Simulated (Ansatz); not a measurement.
## Stress against strain in AgCl

```yaml
crystal:
  lattice:
    - [1.87091, -5.55660, 0.00000]
    - [1.87091, 5.55660, 0.00000]
    - [0.00000, 0.00000, 3.92404]
  atoms:
    - { symbol: Ag, position: [0.39656, 0.60344, 0.75000] }
    - { symbol: Ag, position: [0.60344, 0.39656, 0.25000] }
    - { symbol: Cl, position: [0.86545, 0.13455, 0.25000] }
    - { symbol: Cl, position: [0.13455, 0.86545, 0.75000] }
```

Atoms are numbered in the order listed.

Conventional cell: a = 3.742 Å, b = 11.113 Å, c = 3.924 Å, α = 90.00°, β = 90.00°, γ = 90.00°. Ag (atom 1) has 5 Cl at 2.73 to 2.91 Å and 2 Ag at 3.02 Å as nearest neighbours. Cl (atom 3) is surrounded by 5 Ag at 2.73 to 2.91 Å.

The cell is the one relaxed in the Materials Project (mp-570858), not relaxed further here; entries there can be hypothetical.

Computed with DFT, PBEsol, all-electron LAPW, scalar-relativistic (Ansatz 0.2.0).

Sampling and basis: a Γ-centred 9×9×8 k mesh, Fermi–Dirac smearing of 0.03 eV, basis error target 1 meV/atom, no spin polarisation.

The strain is applied along the Cartesian axes of the cell as listed (γ is the engineering shear, twice εxy = εyz = εzx). Fractional coordinates are held (clamped ions).

σ is the change of stress from the unstrained cell, which is at -2.88 GPa; tension is positive, so slopes are stress–strain coefficients at that pressure.

Only quantities that a quadratic follows smoothly over the whole series are listed; rougher ones are left out.

```tsv
γ	σxy (GPa)	σyz (GPa)
-0.0300	-0.04	-0.54
-0.0200	-0.02	-0.35
0.0000	0.00	0.00
0.0100	0.00	0.17
0.0200	0.00	0.33
0.0300	0.00	0.49
```

Task: Fit the series and read off the stiffness at zero strain.

Result: Least-squares fits y = p0 + p1 x + p2 x² to the rows give σxy (GPa): p1 = 0.607, p2 = -20; σyz (GPa): p1 = 17.1, p2 = -29.

Task: One run, at γ = -0.0100, is withheld. Predict its row.

Result: The fits give -0.01, -0.17; the run gave -0.01, -0.17.
